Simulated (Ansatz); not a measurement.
WC (P-6m2), two-dimensional strain map

These are results of DFT PBE, scalar-relativistic, plane waves, PAW in Ansatz 0.2.0, not measurements. Settings: plane waves to 420 eV, k-mesh 24×24×22 (Γ-centred), Gaussian smearing 0.15 eV. Spin–orbit coupling is left out, which can shift energies with elements as heavy as these. No spin polarisation. Energies are free energies at this smearing, counted from the undisturbed cell; pressure is positive in compression.

Reference structure (relaxed at this level):

```
CELL_PARAMETERS angstrom
2.92177 0.00000 0.00000
-1.46089 2.53033 0.00000
0.00000 0.00000 2.84708
ATOMIC_POSITIONS crystal
W 0.00000 0.00000 0.00000
C 0.66667 0.33333 0.50000
```

The cell is strained by p along both x and y and by q along z, fractional coordinates fixed. Points are written (p, q).

Energy above the undisturbed cell in meV/atom (a dash: not computed):

```
 p \ q  -0.080  -0.040  0.000  0.040  0.080
-0.080       ?   645.7  486.7  443.4  488.7
-0.040   446.3   208.7  109.4  117.8      ?
 0.000   235.5    53.6    0.0   45.9  168.2
 0.040   242.5   105.1   86.9  160.4  304.1
 0.080   405.2       ?  313.6      ?  565.8
```

**Question.** Fill in the withheld energies.

**Answer.** (-0.080, -0.080): 953.8; (-0.040, 0.080): 208.2; (0.080, -0.040): 304.2; (0.080, 0.040): 407.6.